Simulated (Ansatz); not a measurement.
**BN in Ansatz: the effect of functional**

Crystal: BN.

```xyz
4
Lattice="2.5368 0.0000 0.0000 -1.2684 2.1969 0.0000 0.0000 0.0000 4.1985" Properties=species:S:1:pos:R:3 pbc="T T T"
N     0.0000    1.4646    0.5260
N     1.2684    0.7323    2.6252
B     0.0000    1.4646    2.0981
B     1.2684    0.7323    4.1973
```

Measurements of this composition are mostly on another form, of space group No. 194.

The cell isn't the ideal one: volume scaled by 0.98.

Alike in all runs:

- Program: Ansatz 0.2.0
- Task: single point
- Potentials or basis: Ansatz PAW
- k mesh: 12 × 12 × 6
- Occupations: fermi-dirac, width 0.05 eV
- Spin: no spin polarisation

One run gave: gap on the mesh 4.95 eV; pressure 1.7 GPa. Which functional did it use?
A. PBEsol
B. r2SCAN
C. LDA

A.

```tsv
functional	cutoff	gap on the mesh (eV)	pressure (GPa)
LDA	420 eV (not typed: the program's choice for these potentials)	4.96	-6.4
PBEsol	420 eV (not typed: the program's choice for these potentials)	4.95	1.7
r2SCAN	500 eV (not typed: the program's choice for these potentials)	5.73	3.1
```

Caveats: the PAW data sets come from PBE, with cores solved anew for the run's functional, which leaves a small shift of forces and pressure.

A k mesh can miss the band edges.
